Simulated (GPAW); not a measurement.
# Au (Fm-3m) in GPAW: notebook, part 2 of 3

GPAW 26.7.0. Earlier steps stand in the parts before.

### Step 4. Optical spectrum, PBE

This run uses another cell than the first one, of 17.19 Å³/atom, 1.041 times its volume.

The input, run.py:

```python
from ase.dft.bandgap import bandgap
from ase.io import read, write
from gpaw import GPAW, PW
from gpaw.response.df import DielectricFunction

atoms = read('POSCAR')

calc = GPAW(mode=PW(450),
            xc='PBE',
            kpts={'size': (9, 9, 9), 'gamma': True},
            occupations={'name': 'fermi-dirac', 'width': 0.05},
            nbands=14,
            convergence={'density': 1e-06},
            maxiter=150,
            txt='gpaw.txt')
atoms.calc = calc
energy = atoms.get_potential_energy()
calc.write('gs.gpw')
write('result.traj', atoms)
print(f'Energy: {energy:.6f} eV')
print('Fermi level:', round(calc.get_fermi_level(), 4), 'eV')
print(f'Gap: {bandgap(calc)[0]:.4f} eV, direct: {bandgap(calc, direct=True)[0]:.4f} eV')

dense = calc.fixed_density(kpts={'size': (28, 28, 28), 'gamma': True},
                           nbands=22, convergence={'bands': 16, 'eigenstates': 1e-7},
                           update_fermi_level=True, txt='dense.txt')
dense.write('dense.gpw', mode='all')

df = DielectricFunction('dense.gpw', frequencies={'type': 'nonlinear', 'domega0': 0.05, 'omega2': 10},
                        eta=0.1, ecut=50, nbands=16, rate='eta', txt='df.txt')
for direction in ['x']:
    df.get_dielectric_function(xc='RPA', direction=direction, filename=f'df_{direction}.csv')
```

The input, POSCAR:

```
Au
1.0
    0.0000000000      2.0484772140      2.0484772140
    2.0484772140      0.0000000000      2.0484772140
    2.0484772140      2.0484772140      0.0000000000
Au
1
Direct
    0.0000000000      0.0000000000      0.0000000000
```

Potentials or basis: GPAW PAW data sets (gpaw-data 1.2.1), pw.

Started as:

```
$ OMP_NUM_THREADS=1 python run.py
```

gpaw.txt:

```text
__  _  _
 | _ |_)|_||  |
 |__||  | ||/\| - 26.7.0

Input parameters:
  mode=PW(ecut=450.00000000000006),
  convergence={'density': 1e-06},
  kpts=MonkhorstPack(size=(9, 9, 9), gamma=True),
  maxiter=150,
  nbands=14,
  occupations=Occupations(name='fermi-dirac', width=0.05),
  xc=XC(name='PBE')

Diagonalizing LCAO Hamiltonian
Converting LCAO to pw mode

       Au

Atoms  # Å, Bohr magnetons
|   | symbol |        x |        y |        z |    initial magnetic moments |
|---|--------|----------|----------|----------|-----------------------------|
| 0 |     Au | 0.000000 | 0.000000 | 0.000000 | ( 0.0000,  0.0000,  0.0000) |

Unit cell  # Å
| periodic |        x |        y |        z |  lengths |    angles |
|----------|----------|----------|----------|----------|-----------|
|      yes | 0.000000 | 2.048477 | 2.048477 | 2.896984 | 60.000000 |
|      yes | 2.048477 | 0.000000 | 2.048477 | 2.896984 | 60.000000 |
|      yes | 2.048477 | 2.048477 | 0.000000 | 2.896984 | 60.000000 |

Number of symmetries: 48
Symmetry operations  # r_c * U_cc + t_c -> r_c
|    | kind |            matrix            |
|----|------|------------------------------|
|  0 |  σ   |  1, 0, 0,  1, 0,-1,  1,-1, 0 |
|  1 |  C2  |  1, 0, 0,  1,-1, 0,  1, 0,-1 |
|  2 |  E   |  1, 0, 0,  0, 1, 0,  0, 0, 1 |
|  3 |  σ   |  1, 0, 0,  0, 0, 1,  0, 1, 0 |
|  4 |  C4  |  1, 0,-1,  1, 0, 0,  1,-1, 0 |
|  5 |  S6  |  1, 0,-1,  1,-1, 0,  1, 0, 0 |
|  6 |  σ   |  1, 0,-1,  0, 1,-1,  0, 0,-1 |
|  7 |  C3  |  1, 0,-1,  0, 0,-1,  0, 1,-1 |
|  8 |  S6  |  1,-1, 0,  1, 0, 0,  1, 0,-1 |
|  9 |  C4  |  1,-1, 0,  1, 0,-1,  1, 0, 0 |
| 10 |  C3  |  1,-1, 0,  0,-1, 1,  0,-1, 0 |
| 11 |  σ   |  1,-1, 0,  0,-1, 0,  0,-1, 1 |
| 12 |  σ   |  0, 1, 0,  1, 0, 0,  0, 0, 1 |
| 13 |  C4  |  0, 1, 0,  0, 1,-1, -1, 1, 0 |
| 14 |  C3  |  0, 1, 0,  0, 0, 1,  1, 0, 0 |
| 15 |  S6  |  0, 1, 0, -1, 1, 0,  0, 1,-1 |
| 16 |  C2  |  0, 1,-1,  1, 0,-1,  0, 0,-1 |
| 17 |  σ   |  0, 1,-1,  0, 1, 0, -1, 1, 0 |
| 18 |  S4  |  0, 1,-1,  0, 0,-1,  1, 0,-1 |
| 19 |  C4  |  0, 1,-1, -1, 1, 0,  0, 1, 0 |
| 20 |  C3  |  0, 0, 1,  1, 0, 0,  0, 1, 0 |
| 21 |  σ   |  0, 0, 1,  0, 1, 0,  1, 0, 0 |
| 22 |  S6  |  0, 0, 1,  0,-1, 1, -1, 0, 1 |
| 23 |  C4  |  0, 0, 1, -1, 0, 1,  0,-1, 1 |
| 24 |  S4  |  0, 0,-1,  1, 0,-1,  0, 1,-1 |
| 25 |  C3  |  0, 0,-1,  0, 1,-1,  1, 0,-1 |
| 26 |  C2  |  0, 0,-1,  0,-1, 0, -1, 0, 0 |
| 27 |  S6  |  0, 0,-1, -1, 0, 0,  0,-1, 0 |
| 28 |  S4  |  0,-1, 1,  1,-1, 0,  0,-1, 0 |
| 29 |  C4  |  0,-1, 1,  0, 0, 1, -1, 0, 1 |
| 30 |  C2  |  0,-1, 1,  0,-1, 0,  1,-1, 0 |
| 31 |  σ   |  0,-1, 1, -1, 0, 1,  0, 0, 1 |
| 32 |  C3  |  0,-1, 0,  1,-1, 0,  0,-1, 1 |
| 33 |  S6  |  0,-1, 0,  0, 0,-1, -1, 0, 0 |
| 34 |  S4  |  0,-1, 0,  0,-1, 1,  1,-1, 0 |
| 35 |  C2  |  0,-1, 0, -1, 0, 0,  0, 0,-1 |
| 36 |  C2  | -1, 1, 0,  0, 1, 0,  0, 1,-1 |
| 37 |  S6  | -1, 1, 0,  0, 1,-1,  0, 1, 0 |
| 38 |  S4  | -1, 1, 0, -1, 0, 1, -1, 0, 0 |
| 39 |  C3  | -1, 1, 0, -1, 0, 0, -1, 0, 1 |
| 40 |  S6  | -1, 0, 1,  0, 0, 1,  0,-1, 1 |
| 41 |  C2  | -1, 0, 1,  0,-1, 1,  0, 0, 1 |
| 42 |  C3  | -1, 0, 1, -1, 1, 0, -1, 0, 0 |
| 43 |  S4  | -1, 0, 1, -1, 0, 0, -1, 1, 0 |
| 44 |  C2  | -1, 0, 0,  0, 0,-1,  0,-1, 0 |
| 45 |  i   | -1, 0, 0,  0,-1, 0,  0, 0,-1 |
| 46 |  σ   | -1, 0, 0, -1, 1, 0, -1, 0, 1 |
| 47 |  C2  | -1, 0, 0, -1, 0, 1, -1, 1, 0 |

BZ-sampling:
  Number of BZ points: 729
  Number of IBZ points: 35

  Monkhorst-Pack size: [9, 9, 9]
  Monkhorst-Pack shift: [0, 0, 0]

K-points  # in reciprocal-cell coordinates
|     |                                coordinates |     weight |
|-----|--------------------------------------------|------------|
|   0 | (  0.00000000,   0.00000000,   0.00000000) | 0.00137174 |
|   1 | (  0.11111111,   0.11111111,   0.00000000) | 0.00823045 |
|   2 | (  0.11111111,   0.11111111,   0.11111111) | 0.01097394 |
|   3 | (  0.22222222,   0.11111111,   0.11111111) | 0.01646091 |
|   4 | (  0.22222222,   0.22222222,   0.00000000) | 0.00823045 |
|   5 | (  0.22222222,   0.22222222,   0.11111111) | 0.03292181 |
|   6 | (  0.22222222,   0.22222222,   0.22222222) | 0.01097394 |
|   7 | (  0.33333333,   0.22222222,   0.11111111) | 0.03292181 |
|   8 | (  0.33333333,   0.22222222,   0.22222222) | 0.03292181 |
|   9 | (  0.33333333,   0.33333333,  -0.33333333) | 0.01646091 |
| ... |                                            |            |
|  34 | (  0.44444444,   0.44444444,   0.44444444) | 0.01097394 |

Plane wave coefficients: 383
Cutoff: 450.00000000000006 eV

Spin-components: 1 (collinear spins)
Bands:           14
Projectors:      6
Spin-degeneracy: 2
Datatype:        complex128

Parallelization:
  kpt:    1
  domain: 1
  band:   1

Density:
  Valence electrons: 11.0
  Components: 1
  Grid points: [15 15 15]
  Charge: 0.0  # |e|

Potential:
  Grid points: [15 15 15]

species:
  Au:
    name:    Gold
    Z:       79.0
    valence: 11
    core:    68
    charge:  0.0  # [|e|]
    compensation charges:
      type: gauss
      rc: 0.42  # [Å]
      lmax: 2
    cutoffs:
      filter: 2.33  # [Å]
      core: 2.81  # [Å]
    projectors
    | kind |    occ | energy [eV] | rcut [Å] |
    |------|--------|-------------|----------|
    |   6s |  1.000 |      -5.728 |    1.323 |
    |   6p |  0.000 |      -0.775 |    1.323 |
    |   5d | 10.000 |      -6.891 |    1.323 |
    |    s |        |      21.484 |    1.323 |
    |    p |        |      26.436 |    1.323 |
    |    d |        |      20.321 |    1.323 |

    Using partial waves for Au as LCAO basis

Reference energy: -516598.271109  # eV

eigensolver:
  PPCG
  Converge bands: occupied
  niter=2

density mixing:
  MSR1-Mixer
  Pratt-step length: 0.05
  Maximum mixing coefficient: 0.75
  Old densities: 10
  SVD Regularization: 0.005
  Good broyden scale: 1.0
  Trust region scale: 1.0
  Backstep threshold: 4.0
  History deletion threshold: 6.0
  Fourier metric: weight=20.0, sigma=0.015

occupation numbers:
  Fermi-Dirac:
    width: 0.0500  # eV

poisson solver:
  ecut: 3600.0000000000005  # eV

xc functional:
  name: PBE with 2 nearest neighbor stencil

convergence criteria:
- Maximum integral of absolute [dens]ity change: 1e-06 electrons / valence electron
- Maximum [total energy] change in last 3 cyles: 0.0005 eV / valence electron
- Maximum integral of absolute [eigenst]ate change: 4e-08 eV^2 / valence electron
maximum number of iterations: 150

SCF iterations
|iter     | |      energy | eigst |  dens |
|---------|-|-------------|-------|-------|
|iter:   1| |   -3.422577 | -0.49 |       |
|iter:   2| |   -3.364437 | -2.89 | -1.10 |
|iter:   3| |   -3.144731 | -2.31 | -1.14 |
|iter:   4| |   -3.142370 | -4.50 | -2.02 |
|iter:   5| |   -3.141696c| -4.38 | -2.35 |
|iter:   6| |   -3.141693c| -6.52 | -3.78 |
|iter:   7| |   -3.141693c| -7.48c| -4.08 |
|iter:   8| |   -3.141693c| -8.97c| -5.26 |
|iter:   9| |   -3.141693c| -9.51c| -5.88 |
|iter:  10| |   -3.141693c|-10.79c| -6.78c|

Converged in 10 steps
Energy contributions relative to reference atoms: (reference = -516598.271109)

Energy contributions:
  Kinetic:          -5.321417
  Coulomb:           4.120291
  Zero:              0.136285
  External:          0.000000
  Xc:               -2.076612
  Entropy:          -0.000480
  Spinorbit:         0.000000
  ----------------------------
  Free energy:      -3.141932
  Extrapolated:     -3.141693

dipole moment: (-13.988607, -13.988607, -13.988607)  # |e|*Ang

Fermi level: 9.878
Eigenvalues  # (at kpt = [0.000, 0.000, 0.000])
| band index |      eig [eV] | occ [0-2] |
|------------|---------------|-----------|
|          0 |         0.064 |     2.000 |
|          1 |         5.167 |     2.000 |
|          2 |         5.167 |     2.000 |
|          3 |         5.167 |     2.000 |
|          4 |         6.654 |     2.000 |
|          5 |         6.654 |     2.000 |
|          6 |        25.564 |     0.000 |
|          7 |        29.298 |     0.000 |
|          8 |        29.298 |     0.000 |
|          9 |        29.298 |     0.000 |
|         10 |        33.310 |     0.000 |
|         11 |        37.537 |     0.000 |
|         12 |        37.537 |     0.000 |
|         13 |        37.537 |     0.000 |

No gap
No difference between direct/indirect transitions
# Writing to gs.gpw (mode='')
```

Run time: 95 s. Hardware: 1 thread of Arm Neoverse V1, shared host; peak memory 0.37 GiB.

Results:

```
Free energy            : -3.1419 eV
Band gap on the k mesh : none (metal or under the smearing width)
```

Dielectric function (mean over the directions given):
```
energy (eV)  real part  imaginary part
       0.67    -128.00           41.60
       1.54     -17.63            3.92
       2.54      -2.60            7.73
       3.56      -1.15            6.77
       4.44      -0.88            4.43
       5.38       0.32            4.07
       6.39       0.91            3.95
       7.38       0.09            4.54
       8.25      -0.62            3.77
       9.27      -0.74            2.54
      10.26      -0.20            1.87
      11.31       0.17            1.75
      12.19       0.34            1.91
      13.24       0.11            1.76
      14.22       0.03            1.56
      15.26       0.13            1.26
      16.21       0.26            1.21
      17.36       0.27            1.00
      18.58       0.55            0.86
      19.87       0.53            1.42
```

Caveat: the intraband term hangs on this k mesh; the long-wavelength limit can be off by several per cent where d states take part; independent-particle spectra lack excitons. The run has no spin-orbit coupling, so splittings on Au are missing.

### Step 5. Optical spectrum, PBE

This run uses another cell than the first one, of 17.53 Å³/atom, 1.061 times its volume.

run.py is that of step 4.

The input, POSCAR:

```
Au
1.0
    0.0000000000      2.0617793868      2.0617793868
    2.0617793868      0.0000000000      2.0617793868
    2.0617793868      2.0617793868      0.0000000000
Au
1
Direct
    0.0000000000      0.0000000000      0.0000000000
```

Potentials or basis: GPAW PAW data sets (gpaw-data 1.2.1), pw.

Started as:

```
$ OMP_NUM_THREADS=1 python run.py
```

gpaw.txt:

```text
__  _  _
 | _ |_)|_||  |
 |__||  | ||/\| - 26.7.0

Input parameters:
  mode=PW(ecut=450.00000000000006),
  convergence={'density': 1e-06},
  kpts=MonkhorstPack(size=(9, 9, 9), gamma=True),
  maxiter=150,
  nbands=14,
  occupations=Occupations(name='fermi-dirac', width=0.05),
  xc=XC(name='PBE')

Diagonalizing LCAO Hamiltonian
Converting LCAO to pw mode

       Au

Atoms  # Å, Bohr magnetons
|   | symbol |        x |        y |        z |    initial magnetic moments |
|---|--------|----------|----------|----------|-----------------------------|
| 0 |     Au | 0.000000 | 0.000000 | 0.000000 | ( 0.0000,  0.0000,  0.0000) |

Unit cell  # Å
| periodic |        x |        y |        z |  lengths |    angles |
|----------|----------|----------|----------|----------|-----------|
|      yes | 0.000000 | 2.061779 | 2.061779 | 2.915796 | 60.000000 |
|      yes | 2.061779 | 0.000000 | 2.061779 | 2.915796 | 60.000000 |
|      yes | 2.061779 | 2.061779 | 0.000000 | 2.915796 | 60.000000 |

Number of symmetries: 48
Symmetry operations  # r_c * U_cc + t_c -> r_c
|    | kind |            matrix            |
|----|------|------------------------------|
|  0 |  σ   |  1, 0, 0,  1, 0,-1,  1,-1, 0 |
|  1 |  C2  |  1, 0, 0,  1,-1, 0,  1, 0,-1 |
|  2 |  E   |  1, 0, 0,  0, 1, 0,  0, 0, 1 |
|  3 |  σ   |  1, 0, 0,  0, 0, 1,  0, 1, 0 |
|  4 |  C4  |  1, 0,-1,  1, 0, 0,  1,-1, 0 |
|  5 |  S6  |  1, 0,-1,  1,-1, 0,  1, 0, 0 |
|  6 |  σ   |  1, 0,-1,  0, 1,-1,  0, 0,-1 |
|  7 |  C3  |  1, 0,-1,  0, 0,-1,  0, 1,-1 |
|  8 |  S6  |  1,-1, 0,  1, 0, 0,  1, 0,-1 |
|  9 |  C4  |  1,-1, 0,  1, 0,-1,  1, 0, 0 |
| 10 |  C3  |  1,-1, 0,  0,-1, 1,  0,-1, 0 |
[... 129 lines left out ...]
occupation numbers:
  Fermi-Dirac:
    width: 0.0500  # eV

poisson solver:
  ecut: 3600.0000000000005  # eV

xc functional:
  name: PBE with 2 nearest neighbor stencil

convergence criteria:
- Maximum integral of absolute [dens]ity change: 1e-06 electrons / valence electron
- Maximum [total energy] change in last 3 cyles: 0.0005 eV / valence electron
- Maximum integral of absolute [eigenst]ate change: 4e-08 eV^2 / valence electron
maximum number of iterations: 150

SCF iterations
|iter     | |      energy | eigst |  dens |
|---------|-|-------------|-------|-------|
|iter:   1| |   -3.436649 | -0.50 |       |
|iter:   2| |   -3.378479 | -2.89 | -1.10 |
|iter:   3| |   -3.160334 | -2.30 | -1.14 |
|iter:   4| |   -3.158140 | -4.54 | -2.02 |
|iter:   5| |   -3.157528c| -4.45 | -2.34 |
|iter:   6| |   -3.157525c| -6.77 | -3.80 |
|iter:   7| |   -3.157525c| -7.54c| -4.10 |
|iter:   8| |   -3.157525c| -9.07c| -5.30 |
|iter:   9| |   -3.157525c| -9.58c| -5.88 |
|iter:  10| |   -3.157525c|-10.90c| -6.79c|

Converged in 10 steps
Energy contributions relative to reference atoms: (reference = -516598.271109)

Energy contributions:
  Kinetic:          -6.994144
  Coulomb:           5.551945
  Zero:              0.132502
  External:          0.000000
  Xc:               -1.847587
  Entropy:          -0.000482
  Spinorbit:         0.000000
  ----------------------------
  Free energy:      -3.157765
  Extrapolated:     -3.157525

dipole moment: (-14.073463, -14.073463, -14.073463)  # |e|*Ang

Fermi level: 9.597
Eigenvalues  # (at kpt = [0.000, 0.000, 0.000])
| band index |      eig [eV] | occ [0-2] |
|------------|---------------|-----------|
|          0 |        -0.061 |     2.000 |
|          1 |         4.941 |     2.000 |
|          2 |         4.941 |     2.000 |
|          3 |         4.941 |     2.000 |
|          4 |         6.378 |     2.000 |
|          5 |         6.378 |     2.000 |
|          6 |        25.215 |     0.000 |
|          7 |        28.829 |     0.000 |
|          8 |        28.829 |     0.000 |
|          9 |        28.829 |     0.000 |
|         10 |        32.824 |     0.000 |
|         11 |        36.858 |     0.000 |
|         12 |        36.858 |     0.000 |
|         13 |        36.858 |     0.000 |

No gap
No difference between direct/indirect transitions
# Writing to gs.gpw (mode='')
```

stdout:

```text
Energy: -3.157525 eV
Fermi level: 9.597 eV
Gap: 0.0000 eV, direct: 0.0000 eV
```

df.txt:

```text
NonLinearFrequencyDescriptor(from 0.000 to 49.244 eV, 325 points)
NonLinearFrequencyDescriptor(from 0.000 to 49.244 eV, 325 points)

Calculating chi0 body with:
    Ground state adapter containing:
    Number of spins: 1
    Number of kpoints: 21952
    Number of irreducible kpoints: 624
    Number of completely occupied states: 5
    Number of partially occupied states: 6

    Linear response parametrization:
    q_c: [0.0, 0.0, 0.0]
    Number of frequency points: 325
[... 42 lines left out ...]
    Number of spins: 1
    Number of kpoints: 21952
    Number of irreducible kpoints: 624
    Number of completely occupied states: 5
    Number of partially occupied states: 6

Symmetries of q_c:
    Direct symmetries (Uq -> q): 48
    Indirect symmetries (TUq -> q): 0
In total 48 allowed symmetries.

Integral kind: intraband
Plasma frequency:
[[7.9-0.j 0. -0.j 0. +0.j]
 [0. -0.j 7.9-0.j 0. +0.j]
 [0. +0.j 0. +0.j 7.9-0.j]]

Finished calculating chi0
```

It took 97 s on 1 thread of Arm Neoverse V1, shared host; peak memory 0.38 GiB.

Results:

```yaml
Free_energy: -3.1578 eV
Band_gap_on_the_k_mesh: none (metal or under the smearing width)
```

Dielectric function (mean over the directions given):
```tsv
energy (eV)	real part	imaginary part
0.67	-123.38	40.17
1.04	-47.89	10.95
1.54	-16.74	3.81
2.00	-4.13	5.00
2.54	-2.13	7.35
2.91	-0.55	7.86
3.43	-1.02	6.53
3.89	-0.96	6.98
4.44	-0.45	4.48
4.79	-0.79	4.36
5.31	0.30	4.18
5.76	0.96	3.95
6.31	1.00	4.05
6.79	0.31	4.54
7.12	0.17	4.55
7.63	-0.29	4.23
8.16	-0.80	3.58
8.71	-0.87	3.18
9.08	-0.80	2.50
9.56	-0.56	2.20
10.06	-0.24	1.82
10.57	-0.12	1.78
10.88	0.16	1.74
11.41	0.17	1.76
11.96	0.37	1.83
12.42	0.20	1.96
12.88	0.08	1.81
13.36	0.00	1.78
13.85	0.13	1.51
14.35	0.02	1.42
14.86	0.11	1.31
15.26	0.16	1.29
15.80	0.23	1.10
16.36	0.21	1.05
16.93	0.27	1.07
17.36	0.31	0.97
17.96	0.44	0.88
18.58	0.63	0.84
19.22	0.81	1.09
19.87	0.47	1.31
```

Caveat: the intraband term hangs on this k mesh; the long-wavelength limit can be off by several per cent where d states take part; independent-particle spectra lack excitons.

(Part 2 of 3 ends here.)
